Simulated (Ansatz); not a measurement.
The system is AlPt.

```
CELL_PARAMETERS angstrom
3.09155 0.00000 0.00000
0.00000 3.09155 0.00000
0.00000 0.00000 3.09155
ATOMIC_POSITIONS crystal
Pt 0.50000 0.50000 0.50000
Al 0.00000 0.00000 0.00000
```

Measurements of this composition are mostly on another form, of space group No. 198.

| Item | Value |
| --- | --- |
| Program | Ansatz 0.2.0 |
| Task | relaxation of cell and atoms |
| Functional | HSE06 |
| Potentials or basis | Ansatz PAW |
| Cutoff | 420 eV (not typed: the program's choice for these potentials) |
| k mesh | 5 × 5 × 5 |
| Occupations | fermi-dirac, width 0.05 eV |
| Spin | no spin polarisation |

At the start: volume 14.77 Å³/atom.

Problem. Where does the relaxation end?

Solution. It ends after 5 steps and the volume is 14.45 Å³/atom (-2.2 %); space group Pm-3m (No. 221, to 0.05 Å).

Step by step:
```csv
step,energy change (eV),largest force (eV/Å),volume (Å³)
1,0.0000,0.0000,29.55
2,-0.0044,0.0000,28.42
3,-0.0090,0.0000,28.91
4,-0.0090,0.0000,28.89
5,-0.0088,0.0000,28.89
```

Final structure:
```
Pt Al
1.0
     3.06855    0.00000    0.00000
     0.00000    3.06855    0.00000
     0.00000    0.00000    3.06855
Pt Al
1 1
Direct
  0.50000 0.50000 0.50000
  0.00000 0.00000 0.00000
```

Caveat: the k mesh is coarse (spacing up to 0.41 Å⁻¹), so the values aren't converged, least of all with exact exchange; the plane-wave basis is chosen anew once the cell has moved, so the energies of steps on either side of that aren't comparable; the PAW data sets come from PBE, with cores solved anew for the run's functional, which leaves a small shift of forces and pressure.
